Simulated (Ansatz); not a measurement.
**Relaxing BeTe**

Method: PBE, scalar-relativistic; no spin polarisation; PAW, 420 eV, 10×10×10 k-mesh, Gaussian smearing of 0.05 eV; code Ansatz. The datasets are Ansatz's generated set soft_2.

The chain of runs began from a cell as deposited in COD, expanded in volume. Of that entry: the entry's cell lengths or inner coordinates differ somewhat from later room-temperature determinations.

Starting cell:

```
Be Te
1.0
     0.00000    2.77920    2.77920
     2.77920    0.00000    2.77920
     2.77920    2.77920    0.00000
Be Te
1 1
Direct
  0.00000 0.00000 0.00000
  0.75000 0.75000 0.75000
```

The first steps of the search for zero pressure:

```csv
run,level,k-mesh,kind,V (Å³/atom),P (GPa),gap on the mesh (eV)
1,PBE,10×10×10,fixed cell,21.47,3.6,1.89
```

**Question.** At which volume does PBE reach zero pressure?

**Answer.** 22.72 Å³/atom, about 5.9 % over the start.

The steps that followed:

```csv
run,level,k-mesh,kind,V (Å³/atom),P (GPa),E − E(final) (meV/atom),gap on the mesh (eV)
2,PBE,10×10×10,fixed cell,21.98,2.0,4.4,1.95
3,PBE,10×10×10,fixed cell,22.72,0.0,0.0,2.03
```

Cell and atoms are those of this level's equilibrium.

The final structure (symmetry read at 0.01 Å). It takes space group F-43m (No. 216, cubic). Conventional cell: a = 5.665 Å, b = 5.665 Å, c = 5.665 Å, α = 90.00°, β = 90.00°, γ = 90.00°. Around Be (site symmetry -43m) lie 4 Te at 2.45 Å. Around Te (site symmetry -43m) lie 4 Be at 2.45 Å. (Neighbours are counted to 15 % beyond the shortest distance.)

```json
{"atom": "Be", "site": "4a", "symmetry": "-43m", "x": "0.0000", "y": "0.0000", "z": "0.0000"}
{"atom": "Te", "site": "4c", "symmetry": "-43m", "x": "0.2500", "y": "0.2500", "z": "0.2500"}
```

At the final geometry the gap, band path included, is 2.03 eV. The equation of state gives B0 = 56 GPa and B0′ = 4.0. Against the elements' standard states, run alike and uncorrected, the formation energy is -0.36 eV/atom. 

**Reading the result.**

Formal charges Be²⁺, Te²⁻ balance and leave closed shells on every ion, so a band insulator is expected, and the gap is 2.03 eV.

Shannon's ionic radii give a check on the bond lengths: Be²⁺ with 4 neighbours 0.27 Å + Te²⁻ 2.21 Å (six-fold value) = 2.48 Å against a computed mean of 2.45 Å. Sums and bonds agree within 3 %, so ion sizes set the bond lengths.

Semilocal functionals underestimate band gaps, commonly by a third or more. No spin–orbit coupling, a notable omission for heavy elements.
